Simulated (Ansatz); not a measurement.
**Si: properties at the relaxed cell**

One table from this session's results is given with a row withheld; the runs are named, their logs left out.

This is Si in the hcp structure; at room conditions it is diamond.

Computed with Ansatz 0.2.0 (DFT PBE+D3(BJ), scalar-relativistic, plane waves, PAW, unless a step's input says otherwise).

1 further run of the same task is left out (set aside as unsound or not needed).

## The structure to begin with

It takes space group P6_3/mmc (No. 194, hexagonal). Conventional cell: a = 2.637 Å, b = 2.637 Å, c = 4.509 Å, α = 90.00°, β = 90.00°, γ = 120.00°. Si (site symmetry -6m2) is surrounded by 12 Si at 2.64 to 2.72 Å.

As a file:

```
CELL_PARAMETERS angstrom
2.63700 0.00000 0.00000
-1.31850 2.28371 0.00000
0.00000 0.00000 4.50899
ATOMIC_POSITIONS crystal
Si 0.33333 0.66667 0.25000
Si 0.66667 0.33333 0.75000
```

It goes back to an entry of the Materials Project, which need not be the stable form.

This cell was relaxed beforehand with the same method: volume 13.58 Å³/atom, gap on the mesh none (metal).

Set-up of the first run:

input.yaml reads:

```yaml
crystal:
  lattice:
    - [2.6369973686, 0.0, 0.0]
    - [-1.3184986843, 2.2837067109, 0.0]
    - [0.0, 0.0, 4.5089914132]
  atoms:
    - { symbol: Si, position: [0.3333333333, 0.6666666667, 0.25] }
    - { symbol: Si, position: [0.6666666667, 0.3333333333, 0.75] }
basis:
  ecutwfc: 420
kpoints:
  mp_grid: { grid: [18, 18, 10] }
  band_path:
    path:
      - [[0.0, 0.0, 0.0], [0.5, 0.0, 0.0], [0.33333333, 0.33333333, 0.0], [0.0, 0.0, 0.0], [0.0, 0.0, 0.5], [0.5, 0.0, 0.5], [0.33333333, 0.33333333, 0.5], [0.0, 0.0, 0.5]]
      - [[0.5, 0.0, 0.5], [0.5, 0.0, 0.0]]
      - [[0.33333333, 0.33333333, 0.5], [0.33333333, 0.33333333, 0.0]]
    npoints: 14
hamiltonian:
  xc: pbe
  dispersion: d3bj
scf:
  occupations: { method: gaussian, width: 0.1 }
  n_extra_bands: 6
output:
  forces: true
  stress: true
  eigenvalues: true
  populations: true
  dos: { projected: true, de: 0.02, nscf_kmesh: { grid: [27, 27, 15] } }
  bader: true
  write_density: true
  write_potential: true
  elf: true
  volumetric_format: npy
```

On the command line:

```
> ansatz run input.yaml --threads 1 --pin off --max-ram 2560MiB --backend cpu --events-out ev --progress --plain --runs-dir out
```

Steps of the session up to this table: Static run: bands, density of states and charges; The cell as listed, for comparison; Volume × 0.97; Volume × 1.03; Volume × 0.94; Volume × 1.06; Point at V/V0 = 0.91; The cell scaled to 1.10 of its volume; Point at V/V0 = 0.88.

One of the session's tables, all rows but one given; the rest of the session is left out.

It belongs to the step «Energy against volume». 

```
volume (Å³/atom)  energy above the lowest point (meV/atom)  pressure (GPa)
          11.948                                      74.9           16.70
          12.355                                      39.7           11.28
          12.762                                      16.9            6.87
          13.170                                         ?               ?
          13.577                                       0.0           -0.01
          13.984                                       3.6           -2.77
          14.391                                      13.6           -5.11
          14.935                                      35.5           -7.71
```

**Question.** Estimate the row for volume (Å³/atom) = 13.170.

Worked estimate for «energy above the lowest point (meV/atom)». A straight line through the neighbours (12.762, 16.9) and (13.577, 0.0) gives 16.9 + (0.0 − 16.9) × (13.170 − 12.762) / (13.577 − 12.762) = 8.4; a parabola fitted to 4 rows on both sides gives 4.0.

The run gave: energy above the lowest point (meV/atom): 4.1; pressure (GPa): 3.23. In «energy above the lowest point (meV/atom)» the line misses by +4.3 and the parabola by -0.1.
